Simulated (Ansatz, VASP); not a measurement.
# One calculation of AlN, two programs

```
Al N
1.0
     0.00000   -1.97203   -1.97203
     0.00000    1.97203   -1.97203
     3.94406    0.00000    0.00000
Al N
2 2
Direct
  0.52234 0.47766 0.00000
  0.97766 0.02234 0.50000
  0.49085 0.50915 0.50000
  0.00915 0.99085 0.00000
```

Change from the starting cell: mode 4 frozen in at -0.090 Å, equal normal strain along x, y and z -0.0167.

Alike in both runs: task single point; functional LDA; k mesh 8 × 8 × 6; occupations gaussian, width 0.05 eV; no spin polarisation.

|  | VASP | Ansatz |
| --- | --- | --- |
| version | VASP 6.6.1 | Ansatz 0.2.0 |
| potentials or method | VASP PAW LDA potentials, release 64 (Al, N) | scalar-relativistic, plane waves, PAW |
| plane-wave cutoff (eV) | 520 | 520 |
| valence electrons in the cell | 16 | 16 |

Ansatz gave:

* gap on the k mesh at the Fermi level (eV): 4.99
* least direct gap on the mesh (eV): 5.05
* pressure (GPa): 16.3
* largest component of the traceless stress (GPa): 1.43
* rms of the force components (eV/Å): 0.472

Task: Which values does VASP return?

Result: gap on the k mesh at the Fermi level (eV): 4.99; least direct gap on the mesh (eV): 5.05; pressure (GPa): 17.1; largest component of the traceless stress (GPa): 1.45; rms of the force components (eV/Å): 0.478.

Atom by atom the forces differ by 0.010 eV/Å (rms over components).

Caveats: so large a pressure means that the cell lies far from this level's equilibrium, or that cutoff or potentials fall short (VASP); forces of over 1 eV/Å show positions far from the minimum, so gaps and moduli don't describe the material at rest. A k mesh can miss the band edges.
